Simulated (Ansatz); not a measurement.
Born–Oppenheimer molecular dynamics of a periodic cell of 24 atoms, Cu2O (surface Cu2O(110)). It goes on from the last frame of an earlier run, with new velocities.

These are results of DFT PBE, scalar-relativistic, plane waves, PAW (Ansatz), not measurements. Settings: accuracy low, PAW set soft_1, cutoff 420 eV, k mesh 2x1x1, fermi-dirac smearing 0.02 eV, no spin polarisation.

| Property | Result |
| --- | --- |
| ensemble | NVT, Langevin thermostat |
| time step | 1 fs |
| steps asked | 300 |
| set temperature | 450 K |
| friction | 0.02 /fs |
| atoms held | 2, 4, 5, 6, 14, 16, 17, 18 |
| seed | 366245 |

First frame:

```xyz
24
Lattice="6.0366 0.0000 0.0000 0.0000 8.5370 0.0000 0.0000 0.0000 17.5274" Properties=species:S:1:pos:R:3
Cu -0.029 3.109 2.324
Cu 1.509 1.067 1.000
Cu 3.464 3.074 2.541
Cu 4.527 1.067 1.000
O 0.000 0.000 1.000
O 3.018 2.134 1.000
Cu 2.978 2.640 5.029
Cu 4.409 0.726 4.032
Cu 0.789 3.401 4.842
Cu 1.273 0.962 4.059
O 2.796 -0.183 4.134
O -0.161 1.960 3.959
Cu 0.290 7.416 2.470
Cu 1.509 5.336 1.000
Cu 2.991 7.515 2.414
Cu 4.527 5.336 1.000
O 0.000 4.269 1.000
O 3.018 6.403 1.000
Cu 3.715 6.805 4.849
Cu 5.401 5.192 3.973
Cu 0.132 7.657 4.997
Cu 2.352 5.006 4.003
O 3.954 4.056 4.157
O 0.866 6.205 3.928
```

Q: What does the run give?

A: The run went to its last step.

- steps done: 300
- time covered: 300 fs
- mean temperature over the second half: 448 K
- spread of the potential energy over the second half: 4.3 meV per atom
- mean potential energy of the second half above the start: 11.8 meV per atom

A run of 0.3 ps of so small a system gives no equilibrium averages. Limits of this set-up: coarse k mesh, thin slab, slab without dipole correction, low accuracy level.

Q: What happens to the structure?

A: Mean squared displacements from the first frame to the last: Cu 0.09 Å², O 0.03 Å². The details hang on the random start.

Q: How do temperature and energy run in time?

A: 
```tsv
time (fs)	T (K)	potential energy less start (eV)
0.0	450	0.000
25.0	380	0.110
50.0	400	-0.114
75.0	427	0.012
100.0	505	0.151
125.0	416	0.327
150.0	377	0.475
175.0	460	0.355
200.0	640	0.241
225.0	460	0.286
250.0	443	0.239
275.0	396	0.240
300.0	421	0.327
```

The run took 25 min on 4 threads of AMD EPYC 7B13 (Zen 3), on a shared host, peak memory 2.1 GiB.
